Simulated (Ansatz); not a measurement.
# ZrSi2P4 bilayer (AA') in a perpendicular field, part 3 of 3

Aim: how the ZrSi2P4 bilayer (AA') screens a field along its normal, and what the field does to its bands. A positive field points along +c.

Ansatz 0.2.0; plane-wave DFT, r2SCAN-D4, Ansatz PAW.

So far, gap along the path (eV): step 3 (single point, field 0) 0.301; step 5 (field -0.05 V/Å) 0.279; step 6 (field 0.1 V/Å) 0.250; step 7 (field 0.2 V/Å) 0.194; step 8 (field 0.3 V/Å) 0.148.

## (9) Response, atoms held

This step: plane-wave DFT, r2SCAN-D4, Ansatz PAW; response to a field along the normal, atoms held (Ansatz 0.2.0).

The dipoles give the slope, and the difference of two potentials shows where the field is screened.

Numbers from this step:

```
equivalent conductor thickness p/(ε₀AE) : 23.35 Å
distance between the outer atoms        : 22.15 Å
```

Table of dipole of the cell by applied field:

| applied field (V/Å) | dipole of the cell (e·Å) |
| --- | --- |
| -0.050 | -0.0734 |
| 0.000 | -9.1e-7 |
| 0.050 | 0.0734 |
| 0.100 | 0.147 |
| 0.200 | 0.294 |
| 0.300 | 0.442 |

Local field over the applied field, running mean. From the potentials at -0.05 and 0.05 V/Å; running mean over 2.5 Å. Local field over applied field against z:

| z (Å) | local field over applied field |
| --- | --- |
| 5 | 0.996 |
| 6 | 0.962 |
| 7 | 0.784 |
| 8 | 0.445 |
| 9 | 0.142 |
| 10 | 0.0831 |
| 11 | 0.0936 |
| 12 | 0.0475 |
| 13 | 0.0296 |
| 14 | 0.0233 |
| 15 | 0.0175 |
| 16 | 0.0295 |
| 17 | 0.0336 |
| 18 | 0.0387 |
| 19 | 0.0962 |
| 20 | 0.144 |
| 21 | 0.109 |
| 22 | 0.0418 |
| 23 | 0.0337 |
| 24 | 0.0328 |
| 25 | 0.0156 |
| 26 | 0.0253 |
| 27 | 0.0268 |
| 28 | 0.0415 |
| 29 | 0.0926 |
| 30 | 0.0832 |
| 31 | 0.119 |
| 32 | 0.392 |
| 33 | 0.739 |
| 34 | 0.949 |
| 35 | 0.994 |

The induced electron density oscillates, so the rows of the table below give means over windows of 2 Å about each position, cut where the curve ends. Its first 14 maxima inside the range that stand out by 2 % of the span (Å: e/Å³ per V/Å): 7.9: 0.00351, 9.2: 0.00101, 11.0: 7.0e-4, 12.2: 0.00102, 14.3: 8.1e-4, 15.8: -8.6e-5, 17.4: 7.5e-4, 18.6: -2.8e-4, 20.7: 0.00106, 21.9: 4.3e-4, 23.7: 4.2e-4, 24.9: 4.0e-4, 27.0: 0.00117, 28.5: -2.6e-4. Its first 14 minima: 8.8: 6.3e-4, 10.0: -0.00163, 11.6: 2.6e-4, 13.1: -0.00117, 15.3: -4.0e-4, 16.5: -4.2e-4, 18.2: -4.3e-4, 19.4: -0.00106, 21.5: 2.8e-4, 22.8: -7.5e-4, 24.4: 8.6e-5, 25.8: -8.1e-4, 28.0: -0.00101, 29.2: -7.0e-4.

Electrons, planar mean, per unit field. The induced electron density by z; means over each step:

| z (Å) | induced electron density (e/Å³ per V/Å) |
| --- | --- |
| 6 | 3.3e-4 |
| 8 | 0.00222 |
| 10 | -1.6e-4 |
| 12 | 3.9e-4 |
| 14 | 2.5e-5 |
| 16 | -2.4e-4 |
| 18 | -4.7e-6 |
| 20 | -6.1e-5 |
| 22 | 1.0e-4 |
| 24 | 1.8e-4 |
| 26 | -8.1e-5 |
| 28 | -2.6e-4 |
| 30 | 1.8e-4 |
| 32 | -0.00217 |
| 34 | -4.4e-4 |

The smaller of the gaps on the path and on the k-mesh, counted as 0 under 0.03 eV. Gap against applied field:

| applied field (V/Å) | gap (eV) |
| --- | --- |
| -0.050 | 0.279 |
| 0.000 | 0.301 |
| 0.050 | 0.279 |
| 0.100 | 0.250 |
| 0.200 | 0.194 |
| 0.300 | 0.148 |

By hand: between -0.05 and 0.05 V/Å the dipole changes by 0.1468 e·Å, a slope of 1.468 e·Å²/V. A perfect conductor of thickness t has p = ε₀AEt, so t = 180.95 × 1.468 / 11.380 = 23.34 Å (e/ε₀ = 180.95 V·Å, A in Å²).

The induced dipole is that of a conductor 23.35 Å thick.

## (10) The same run with other settings

This step: plane-wave DFT, r2SCAN-D4, Ansatz PAW (Ansatz 0.2.0).

A run with a changed input: it repeats the earlier run at 0.05 V/Å with kpoints.mp_grid.shift to [0.5, 0.5, 0.0] and accuracy to low.

input.yaml

```yaml
crystal:
  lattice:
    - [3.6249367123, 0.0, 0.0]
    - [-1.8124683561, 3.1392872799, 0.0]
    - [0.0, 0.0, 40.1483147948]
  atoms:
    - { symbol: P, position: [0.0, 0.0, 0.2241688112] }
    - { symbol: Si, position: [0.3333333333, 0.6666666667, 0.2478465389] }
    - { symbol: P, position: [0.3333333333, 0.6666666667, 0.3033804227] }
    - { symbol: Zr, position: [0.0, 0.0, 0.3418076416] }
    - { symbol: P, position: [0.3333333333, 0.6666666667, 0.3801903804] }
    - { symbol: Si, position: [0.3333333333, 0.6666666667, 0.435684018] }
    - { symbol: P, position: [0.0, 0.0, 0.4593254411] }
    - { symbol: P, position: [0.3333333333, 0.6666666667, 0.5406745589] }
    - { symbol: Si, position: [0.0, 0.0, 0.564315982] }
    - { symbol: P, position: [0.0, 0.0, 0.6198096196] }
    - { symbol: Zr, position: [0.3333333333, 0.6666666667, 0.6581923584] }
    - { symbol: P, position: [0.0, 0.0, 0.6966195773] }
    - { symbol: Si, position: [0.0, 0.0, 0.7521534611] }
    - { symbol: P, position: [0.3333333333, 0.6666666667, 0.7758311888] }
kpoints:
  mp_grid: { grid: [18, 18, 1], shift: [0.5, 0.5, 0.0] }
  band_path:
    path: [[0, 0, 0], [0.5, 0, 0], [0.33333333, 0.33333333, 0], [0, 0, 0]]
    npoints: 16
hamiltonian:
  xc: r2scan
  dispersion: d4
scf:
  occupations: { method: fermi_dirac, width: 0.05 }
  convergence: { dr2_threshold: 1.0e-10 }
efield:
  axis: 3
  dipole_correction: true
  ramp_position: 0.97
  ramp_width: 0.06
  amplitude: 0.05
output:
  write_potential: true
  write_density: true
  volumetric_format: npy
accuracy: low
```

Run with:

```console
$ ansatz run input.yaml --threads 8 --pin off --max-ram 12288MiB --backend cpu --events-out ev --progress --plain --runs-dir out
```

Numbers of over 12 decimals in the logs are rounded to 6 here.

Log:

```text
Warning: crystal.symmetry: narrowed to the stabiliser of the k-point mesh — unitary ops 6 → 2; excluded 4 operations that carry a point of the 18×18×1 mesh (shift [0.5, 0.5, 0]) off the mesh (the run samples exactly the mesh kpoints.mp_grid names, as under crystal.symmetry.detect: false, and its converged state has the mesh's symmetry, not the crystal's; ε∞, the Born charges and the force constants of a linear response (`dielectric:` by the response, `phonons.method: dfpt`) are averaged over those of the crystal's operations that the state keeps within a tolerance, where `mesh_tensors`, `unaveraged_element` or `gamma_mean_max_change_ev_ang2` stands beside them; [rest of the remark cut]
settings of this run that can trade accuracy for cost: accuracy: low. Do not mix this run's numbers with those of runs without the same settings; the input reference describes each key
[...]
Crystal: 14 atoms, lattice volume = 456.876 Å³
Basis set: ecut = 500 eV, 11691 PW (Γ), exchange–correlation on 81×81×900 points (27 copies of the dense FFT grid, shifted against one another)
Bands: 54, of which v1, the nominal top of the filled ones, is band 40 counted from 1 (39 counted from 0)
Symmetry: 2 space group operations
k-points: 90 of 324 (time reversal used)
[...]
SCF iter   1: F=—  HF=-17027.220976 eV  |F-HF|=—  |Δ(HF+E_count)|=         —  Δρ=6.21e-3  dr2=2.77e0  dr2_τ=1.21e-1  ethr=1.77e-3  p=0.000 e·Å  D=1.67e-13 V/Å  ΔV_dip=-0.00 eV  dr2_dipole=2.24e0  V_vac-E_F(+/−)=6.38/4.52 eV  ⟨swp⟩=9.1  Hψ=29010  notcnv=0  defer=283
[...]
SCF iter  20: F=-17027.341732 eV  HF=-17027.341732 eV  |F-HF|=1.20e-10  |Δ(HF+E_count)|=  1.16e-10  Δρ=8.13e-8  dr2=3.15e-11  dr2_τ=1.14e-12  ethr=1.00e-12  p=0.073 e·Å  D=2.90e-2 V/Å  ΔV_dip=-1.16 eV  dr2_dipole=2.97e-12  V_vac-E_F(+/−)=6.11/5.42 eV  ⟨swp⟩=2.2  Hψ=8239  notcnv=0
SCF 1 converged in 20 iterations: F = -17027.341732 eV  dr2 = 3.15e-11
[...]
SCF converged after 20 iterations
Free energy (F): -17027.341732 eV
[...]
Internal energy: -17027.339678 eV  (E = F + TS)
E sigma→0 (E₀):  -17027.340705 eV
Entropy (-TS):   -0.002053 eV (-0.147 meV/atom)
Fermi energy:    2.338625 eV
Dipole field:    D = 0.029003 V/Å  (p = 0.073229 e·Å, saw-weighted, corrected)
Work function:   not extracted (applied field tilts the vacuum); planar V_es + V_field profile in the machine report
[...]
--- Band table (eV; the first three rows and the last of 90) ---
  k-point 0: bands = [... 36 lower, 2.0908, 2.1048, 2.1262, 2.1406, 3.2726, 3.4899, 5.0262, 5.1447, ... 10 higher]
  k-point 1: bands = [... 36 lower, 1.9139, 1.9496, 1.9866, 2.0278, 3.3106, 3.4493, 4.9926, 5.0775, ... 10 higher]
  k-point 2: bands = [... 36 lower, 1.6357, 1.7304, 1.7908, 1.8508, 3.2465, 3.3035, 4.7670, 4.8860, ... 10 higher]
  k-point 89: bands = [... 36 lower, 0.9846, 1.1331, 2.1221, 2.1587, 2.4679, 2.5149, 3.7630, 3.8303, ... 10 higher]
[...]
```

It took 2.1 min on 8 threads of Arm Neoverse V2, shared host; peak memory 3.9 GiB.

| quantity | this run | earlier run | difference |
| --- | --- | --- | --- |
| dipole along the normal (e·Å) | 0.07323 | 0.07340 | -1.7e-4 |
| gap along the path (eV) | 0.2769 | 0.2792 | -0.0023 |
| smallest direct gap along the path (eV) | 0.2901 | 0.2923 | -0.0022 |

Nothing in the table moves by 0.01 in its unit (for the dipole 0.5 % and 5e-5 e·Å). The run took 20 SCF cycles against 18.

The change did no harm here.

## (11) A changed input: scf.algorithm = "density_mixing"

Another changed input: it repeats the earlier run at 0.05 V/Å with scf.algorithm to density_mixing.

Edit input.yaml of step 10 so:

```diff
@@ -21,3 +21,3 @@
 kpoints:
-  mp_grid: { grid: [18, 18, 1], shift: [0.5, 0.5, 0.0] }
+  mp_grid: { grid: [18, 18, 1] }
   band_path:
@@ -31,2 +31,3 @@
   convergence: { dr2_threshold: 1.0e-10 }
+  algorithm: density_mixing
 efield:
@@ -41,2 +42 @@
   volumetric_format: npy
-accuracy: low
```

Log:

```text
[...]
Crystal: 14 atoms, lattice volume = 456.876 Å³
Basis set: ecut = 500 eV, 11691 PW (Γ), exchange–correlation on 108×108×1200 points (64 copies of the dense FFT grid, shifted against one another)
Bands: 54, of which v1, the nominal top of the filled ones, is band 40 counted from 1 (39 counted from 0)
Symmetry: 6 space group operations
k-points: 37 of 324 (time reversal used)
[...]
SCF iter   1: F=—  HF=-17027.221218 eV  |F-HF|=—  |Δ(HF+E_count)|=         —  Δρ=6.20e-3  dr2=2.75e0  dr2_τ=1.21e-1  ethr=1.77e-3  p=0.000 e·Å  D=1.67e-13 V/Å  ΔV_dip=-0.00 eV  dr2_dipole=2.23e0  V_vac-E_F(+/−)=6.38/4.52 eV  ⟨swp⟩=8.9  Hψ=11852  notcnv=0  defer=115
[...]
SCF iter  18: F=-17027.341504 eV  HF=-17027.341504 eV  |F-HF|=1.89e-10  |Δ(HF+E_count)|=  2.44e-10  Δρ=9.16e-8  dr2=2.57e-11  dr2_τ=1.45e-12  ethr=1.00e-12  p=0.073 e·Å  D=2.91e-2 V/Å  ΔV_dip=-1.17 eV  dr2_dipole=3.68e-13  V_vac-E_F(+/−)=6.12/5.43 eV  ⟨swp⟩=14.9  Hψ=9460  notcnv=0
SCF 1 converged in 18 iterations: F = -17027.341504 eV  dr2 = 2.57e-11
[...]
SCF converged after 18 iterations
Free energy (F): -17027.341504 eV
[...]
Internal energy: -17027.339197 eV  (E = F + TS)
E sigma→0 (E₀):  -17027.340350 eV
Entropy (-TS):   -0.002308 eV (-0.165 meV/atom)
Fermi energy:    2.335969 eV
Dipole field:    D = 0.029071 V/Å  (p = 0.073401 e·Å, saw-weighted, corrected)
Work function:   not extracted (applied field tilts the vacuum); planar V_es + V_field profile in the machine report
[...]
--- Band table (eV; the first three rows and the last of 37) ---
  k-point 0: bands = [... 36 lower, 2.1453, 2.1453, 2.1784, 2.1784, 3.2318, 3.4792, 4.8539, 4.9846, ... 10 higher]
  k-point 1: bands = [... 36 lower, 2.0835, 2.0844, 2.1168, 2.1176, 3.2818, 3.4894, 5.0280, 5.1279, ... 10 higher]
  k-point 2: bands = [... 36 lower, 1.8921, 1.9197, 1.9530, 1.9567, 3.3054, 3.4246, 4.8911, 4.9875, ... 10 higher]
  k-point 36: bands = [... 36 lower, 1.0984, 1.1368, 1.8776, 1.9166, 3.7832, 3.8418, 4.7119, 4.9290, ... 10 higher]
```

Run time: 56 s. Hardware: 8 threads; peak memory 3.1 GiB.

This step gave:

```yaml
energy_at_zero_smearing: -17027.3404 eV
dipole_along_the_normal: 0.07340 e·Å
gap_along_the_path: 0.2792 eV
smallest_direct_gap_along_the_path: 0.2923 eV
gap_the_smaller_of_path_and_mesh: 0.2792 eV
```

The electronic bands at the labelled points (eV, zero at the Fermi level of the run, which the smearing sets inside the gap):

| point | band 37 | band 38 | band 39 | band 40 | band 41 | band 42 | band 43 | band 44 |
| --- | --- | --- | --- | --- | --- | --- | --- | --- |
| Γ | -0.19 | -0.19 | -0.16 | -0.16 | 0.90 | 1.14 | 2.52 | 2.65 |
| halfway | -0.97 | -0.77 | -0.75 | -0.74 | 0.59 | 0.63 | 1.96 | 2.09 |
| M | -1.35 | -1.21 | -0.20 | -0.17 | 0.12 | 0.16 | 1.43 | 1.48 |
| halfway | -1.19 | -1.07 | -0.78 | -0.64 | 0.84 | 0.87 | 2.63 | 2.83 |
| K | -1.24 | -1.20 | -0.46 | -0.42 | 1.45 | 1.51 | 2.38 | 2.59 |
| halfway | -0.93 | -0.90 | -0.86 | -0.73 | 0.64 | 0.68 | 2.83 | 2.90 |
| Γ | -0.19 | -0.19 | -0.16 | -0.16 | 0.90 | 1.14 | 2.52 | 2.65 |

| quantity | this run | earlier run | difference |
| --- | --- | --- | --- |
| dipole along the normal (e·Å) | 0.07340 | 0.07340 | 0 |
| gap along the path (eV) | 0.2792 | 0.2792 | 0 |
| smallest direct gap along the path (eV) | 0.2923 | 0.2923 | 0 |

Nothing in the table moves by 0.01 in its unit (for the dipole 0.5 % and 5e-5 e·Å).

## (12) Results

| Property | Result |
| --- | --- |
| gap without field | 0.301 eV |
| ionisation energy, upper face | 5.96 eV |
| electron affinity, upper face | 5.66 eV |
| equivalent conductor thickness, atoms held | 23.4 Å |

The induced dipole equals that of a perfect conductor 23.35 Å thick, while the outer atoms lie 22.15 Å apart; an out-of-plane ε follows only once a thickness t is chosen, by 1 − 1/ε = 23.35 Å / t. The gap goes from 0.30 eV to 0.15 eV at 0.3 V/Å. Semilocal functionals give gaps that are too small, and excitons are not included. Spin-orbit coupling is left out. The outer anions sit over the metal atoms, one of several polytypes of such layers and not the lowest for every compound.

[Logs are printed without paths, hosts, clocks, repeated set-up lines and the standing remarks that a program may print on its own settings, such as how far it seeks lower states.]

[Hosts, paths, dates, database ids (printed as entryN), source tags and the programs' standing remarks are cut or masked in the printed files.]

[Maps of the electrostatic potential energy from Ansatz leave out the sawtooth potential of an applied field or a dipole correction, so their vacuum need not be flat; planar profiles and work functions include it.]
